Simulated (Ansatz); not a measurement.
**Molecular dynamics of Si$_{16}$H, charge +1**

input.yaml

```yaml
accuracy: low
crystal:
  lattice:
    - [0.0, 5.448, 5.448]
    - [5.448, 0.0, 5.448]
    - [5.448, 5.448, 0.0]
  atoms:
    - { symbol: Si, position: [0.02726741, -0.00600962, -0.0246723] }
    - { symbol: Si, position: [0.13175267, 0.11960599, 0.11843443] }
    - { symbol: Si, position: [0.01052527, -0.01199936, 0.4915229] }
    - { symbol: Si, position: [0.1361747, 0.12577292, 0.60068553] }
    - { symbol: Si, position: [0.00897538, 0.49205139, -0.00114484] }
    - { symbol: Si, position: [0.1270314, 0.62046789, 0.12484967] }
    - { symbol: Si, position: [0.00508653, 0.49861271, 0.49839848] }
    - { symbol: Si, position: [0.13239797, 0.61587194, 0.62623049] }
    - { symbol: Si, position: [0.50490779, -0.01372085, 0.00152082] }
    - { symbol: Si, position: [0.65508333, 0.1265868, 0.07759375] }
    - { symbol: Si, position: [0.49866223, -0.02996041, 0.54792994] }
    - { symbol: Si, position: [0.63737473, 0.11887039, 0.62775239] }
    - { symbol: Si, position: [0.49986515, 0.48954016, 0.02206663] }
    - { symbol: Si, position: [0.63684917, 0.61308956, 0.1342188] }
    - { symbol: Si, position: [0.50481418, 0.4920253, 0.50722101] }
    - { symbol: Si, position: [0.63147093, 0.59827963, 0.6474935] }
    - { symbol: H, position: [0.66182466, 0.97062895, 0.31272229] }
total_charge: 1
basis:
  ecutwfc: 420.0
kpoints:
  mp_grid: { grid: [2, 2, 2] }
hamiltonian:
  xc: pbe
scf:
  occupations: { method: fermi_dirac, width: 0.02 }
  lower_state_search: "off"
md:
  timestep: 1.5
  n_steps: 120
  ensemble: nvt_nose_hoover
  temperature: 900.0
  initial_velocities: maxwell_boltzmann
  seed: 163139
  nose_hoover: { tau: 200.0, chain_length: 3 }
```

Run as:

```bash
$ ansatz run input.yaml --threads 1 --pin off --max-ram 3072MiB --backend cpu --events-out ev --progress --plain --runs-dir out
```

It starts from a relaxed structure.

Output, in part (step lines):

```
md step     0: t =     0.00 fs  T =   900.0 K  F+E_penalty+E_count = -10192.61978468 eV  E_kin = 1.861344 eV  conserved = -10190.75844069 eV  (7 SCF iters)
md step     1: t =     1.50 fs  T =   881.9 K  F+E_penalty+E_count = -10192.58053513 eV  E_kin = 1.823875 eV  conserved = -10190.75666068 eV  (7 SCF iters)
md step     2: t =     3.00 fs  T =   836.6 K  F+E_penalty+E_count = -10192.48466620 eV  E_kin = 1.730216 eV  conserved = -10190.75445640 eV  (7 SCF iters)
md step     3: t =     4.50 fs  T =   779.3 K  F+E_penalty+E_count = -10192.36507572 eV  E_kin = 1.611797 eV  conserved = -10190.75330311 eV  (7 SCF iters)
md step     4: t =     6.00 fs  T =   718.8 K  F+E_penalty+E_count = -10192.23993488 eV  E_kin = 1.486511 eV  conserved = -10190.75348826 eV  (7 SCF iters)
md step     5: t =     7.50 fs  T =   654.8 K  F+E_penalty+E_count = -10192.10786443 eV  E_kin = 1.354145 eV  conserved = -10190.75385273 eV  (4 SCF iters)
md step     6: t =     9.00 fs  T =   585.2 K  F+E_penalty+E_count = -10191.96363213 eV  E_kin = 1.210371 eV  conserved = -10190.75349589 eV  (5 SCF iters)
md step     7: t =    10.50 fs  T =   512.3 K  F+E_penalty+E_count = -10191.81163000 eV  E_kin = 1.059415 eV  conserved = -10190.75258396 eV  (5 SCF iters)
[... lines left out ...]
md step   119: t =   178.50 fs  T =   693.0 K  F+E_penalty+E_count = -10191.81150932 eV  E_kin = 1.433193 eV  conserved = -10190.75723423 eV  (5 SCF iters)
md step   120: t =   180.00 fs  T =   666.8 K  F+E_penalty+E_count = -10191.75055053 eV  E_kin = 1.379059 eV  conserved = -10190.75721612 eV  (7 SCF iters)
```

The steps, from the saved trajectory:

| time (fs) | T (K) | potential energy less start (eV) | conserved less start (meV/atom) |
| --- | --- | --- | --- |
| 0.0 | 900 | 0.000 | 0.00 |
| 6.0 | 719 | 0.380 | 0.29 |
| 12.0 | 442 | 0.955 | 0.40 |
| 18.0 | 316 | 1.217 | 0.50 |
| 24.0 | 453 | 0.934 | 0.32 |
| 30.0 | 638 | 0.552 | 0.14 |
| 36.0 | 638 | 0.560 | 0.34 |
| 42.0 | 508 | 0.834 | 0.28 |
| 48.0 | 317 | 1.234 | 0.39 |
| 54.0 | 232 | 1.416 | 0.53 |
| 60.0 | 331 | 1.211 | 0.22 |
| 66.0 | 466 | 0.937 | 0.08 |
| 72.0 | 503 | 0.874 | 0.26 |
| 78.0 | 424 | 1.049 | 0.37 |
| 84.0 | 319 | 1.276 | 0.38 |
| 90.0 | 283 | 1.361 | 0.50 |
| 96.0 | 403 | 1.117 | 0.22 |
| 102.0 | 502 | 0.926 | 0.24 |
| 108.0 | 507 | 0.935 | 0.33 |
| 114.0 | 461 | 1.049 | 0.37 |
| 120.0 | 412 | 1.168 | 0.45 |
| 126.0 | 491 | 1.016 | 0.19 |
| 132.0 | 566 | 0.884 | 0.34 |
| 138.0 | 637 | 0.762 | 0.29 |
| 144.0 | 621 | 0.822 | 0.35 |
| 150.0 | 558 | 0.977 | 0.40 |
| 156.0 | 535 | 1.045 | 0.28 |
| 162.0 | 512 | 1.120 | 0.50 |
| 168.0 | 624 | 0.907 | 0.32 |
| 174.0 | 662 | 0.858 | 0.45 |
| 180.0 | 667 | 0.869 | 0.07 |

All steps were run. The conserved energy stayed within 0.59 meV per atom of its start (net change 0.072 meV per atom), so the integration is sound. The mean temperature of the second half is 41 % below the set value. A step of 1.5 fs is long for free X–H stretches (periods near 10 fs) and can bias their spread and the temperature. A run of 0.18 ps of so small a system gives no equilibrium averages. Limits of this set-up: coarse k mesh, low accuracy level, charged cell in a uniform background, uncorrected.

Mean squared displacements from the first frame to the last, about the centre of mass: Si 0.09 Å², H 1.22 Å².

Last frame:

```xyz
17
Lattice="0.0000 5.4480 5.4480 5.4480 0.0000 5.4480 5.4480 5.4480 0.0000" Properties=species:S:1:pos:R:3
Si 0.169 0.253 -0.129
Si 1.470 1.697 1.261
Si 2.890 2.930 -0.129
Si 4.307 4.282 1.299
Si 2.615 0.101 2.584
Si 3.905 1.393 4.004
Si 5.338 2.820 2.924
Si 6.855 4.189 4.049
Si -0.155 2.665 2.702
Si 1.108 3.868 4.431
Si 2.768 5.526 2.469
Si 3.911 6.770 4.065
Si 2.661 2.603 5.660
Si 4.008 4.052 6.832
Si 5.263 5.434 5.409
Si 6.517 6.731 7.027
H 7.810 4.588 9.076
```

Time of the run: 7.7 min on 1 thread of Arm Neoverse V2, with other jobs on the host, peak memory 0.64 GiB.
